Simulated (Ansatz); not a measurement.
# Thallium, beta-Sn type under RPBE: structure, energy and stiffness

Aim: take thallium in the beta-Sn type structure, relax it, solve it on a dense k-mesh, then scale the cell to 7 volumes from 88 to 112 % of the relaxed one and try a fit of the equation of state. Spin polarisation is left out. The k-meshes are 11×11×8 for the relaxation; 18×18×16 for the dense run; 12×12×11 for the volumes.

Program: Ansatz 0.2.0. Level of theory: DFT RPBE, plane waves (420 eV) with PAW, scalar-relativistic; PAW files made under PBE, frozen cores solved again for the functional. These are calculated values, not measurements.

## (1) Starting point

The structure is tetragonal, space group I4_1/amd (No. 141). Conventional cell: a = 5.997 Å, b = 5.997 Å, c = 3.274 Å, α = 90.00°, β = 90.00°, γ = 90.00°. Tl (site symmetry -4m2) is surrounded by 6 Tl at 3.11 to 3.27 Å.

Coordinates:

```xyz
2
Lattice="-2.9985 2.9985 1.6372 2.9985 -2.9985 1.6372 2.9985 2.9985 -1.6372" Properties=species:S:1:pos:R:3 pbc="T T T"
Tl    0.0000    0.0000    0.0000
Tl    0.0000    2.9985    0.8186
```

## (2) Geometry optimisation

Contents of input.yaml:

```yaml
crystal:
  lattice:
    - [-2.9984756505, 2.9984756505, 1.6371677052]
    - [2.9984756505, -2.9984756505, 1.6371677052]
    - [2.9984756505, 2.9984756505, -1.6371677052]
  atoms:
    - { symbol: Tl, position: [0.0, 0.0, 0.0] }
    - { symbol: Tl, position: [0.75, 0.25, 0.5] }
hamiltonian:
  xc: rpbe
  pseudopotentials:
    kind: paw
    azcp:
      Tl: "pseudopotentials/Tl.paw.azcp"
basis:
  ecutwfc: 420
  fft_grid_basis: typed
kpoints:
  mp_grid: { grid: [11, 11, 8], shift: [0, 0, 0] }
magnetization:
  spin_polarized: false
scf:
  occupations: { method: fermi_dirac, width: 0.1 }
relax:
  max_steps: 60
  f_tol: 0.01
  cell: {}
output:
  write_density: true
  write_potential: true
  elf: true
  volumetric_format: npy
```

The runs that follow: The energy on a finer k-mesh; Volume × 0.88; Volume × 0.92; Volume × 0.96; Volume × 1.0; Volume × 1.04; Volume × 1.08; Volume × 1.12.

What does the calculation give? Wanted: space group; conventional cell; volume; shortest distance; gap on the mesh; relative to hcp; V₀, B₀, B₀′.

The runs gave:

```
                      quantity                                                value
space group (spins left aside)                                        C2/c (No. 15)
             conventional cell  a = 3.471 Å, b = 11.944 Å, c = 3.594 Å, β = 114.21°
                        volume                                       33.981 Å³/atom
             shortest distance                                              3.471 Å
               gap on the mesh                         none (levels filled in part)
               relative to hcp                                         +29 meV/atom
                   V₀, B₀, B₀′                        33.879 Å³/atom, 19.4 GPa, 5.5
```

In words: From the guessed start the volume grew by 15.4 % in 35 steps. The cell has left its prototype: it ends as C2/c. What follows belongs to that structure, not to the type named at the start. The mesh has less symmetry than the lattice, which may have let the distortion in. It lies 29 meV/atom above the element's reference form at the same level (hcp, from a run of its own). Levels at the Fermi energy are filled in part, as in a metal. B₀ comes out at 19.4 GPa, a soft solid; letting shape and positions relax at each volume could only lower it.
